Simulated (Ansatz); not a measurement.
Ca (bcc type), DFT, PBE, all-electron LAPW, scalar-relativistic (Ansatz 0.2.0), on 1 thread of Arm Neoverse V1 (shared host).

Command: `ansatz run input.yaml --threads 1 --pin off --max-ram 2048MiB --backend cpu --events-out ev --progress --plain --runs-dir out`

```yaml
crystal:
  lattice:
    - [-2.1927620259, 2.1927620259, 2.1927620259]
    - [2.1927620259, -2.1927620259, 2.1927620259]
    - [2.1927620259, 2.1927620259, -2.1927620259]
  atoms:
    - { symbol: Ca, position: [0.0, 0.0, 0.0] }
kpoints:
  mp_grid: { grid: [12, 12, 12] }
  band_path:
    path:
      - [0.0, 0.0, 0.0]
      - [0.5, -0.5, 0.5]
      - [0.0, 0.0, 0.5]
      - [0.0, 0.0, 0.0]
      - [0.25, 0.25, 0.25]
      - [0.5, -0.5, 0.5]
      - [0.25, 0.25, 0.25]
      - [0.0, 0.0, 0.5]
    npoints: 14
scf:
  occupations: { method: fermi_dirac, width: 0.05 }
hamiltonian:
  xc: pbe
  pseudopotentials: { kind: all_electron, lapw: { basis_error: 0.001 } }
output:
  forces: true
  stress: true
  eigenvalues: true
  populations: true
  dos: { projected: true, de: 0.2, e_range: [-14, 8] }
```

Problem. How large is the problem that the program sets up?

Solution. 72 irreducible k-points, 79 plane waves at Γ, 9 bands.

Problem. About how long does it take?

Solution. 4.2 s of wall time for 7 SCF iterations. Times on shared machines scatter by tens of per cent.
